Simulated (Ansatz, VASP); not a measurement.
**Two plane-wave programs on Si**

```
CELL_PARAMETERS angstrom
-2.37137 2.37137 1.32927
2.37137 -2.37137 1.32927
2.37137 2.37137 -1.32927
ATOMIC_POSITIONS crystal
Si 0.25000 0.75000 0.50000
Si 0.50000 0.50000 0.00000
```

This isn't the form of Si at room conditions, which is diamond.

Alike in both runs: task single point; functional r2SCAN; k mesh 8 × 8 × 8; occupations gaussian, width 0.1 eV; no spin polarisation.

|  | VASP | Ansatz |
| --- | --- | --- |
| version | VASP 6.6.1 | Ansatz 0.2.0 |
| potentials or method | VASP PAW PBE potentials, release 64 (Si) | scalar-relativistic, plane waves, PAW |
| plane-wave cutoff (eV) | 520 | 500 |
| valence electrons in the cell | 8 | 8 |

Ansatz gave:

- gap on the k mesh at the Fermi level (eV): none
- pressure (GPa): 2.7
- largest component of the traceless stress (GPa): 0.63

What did VASP give for the same quantities?

gap on the k mesh at the Fermi level (eV): none; pressure (GPa): 2.6; largest component of the traceless stress (GPa): 0.75.

A gap of «none» marks a metal or a gap that the smearing closes.

Caveats: the PAW data sets were made with another functional, which shifts forces and pressure a little (VASP).
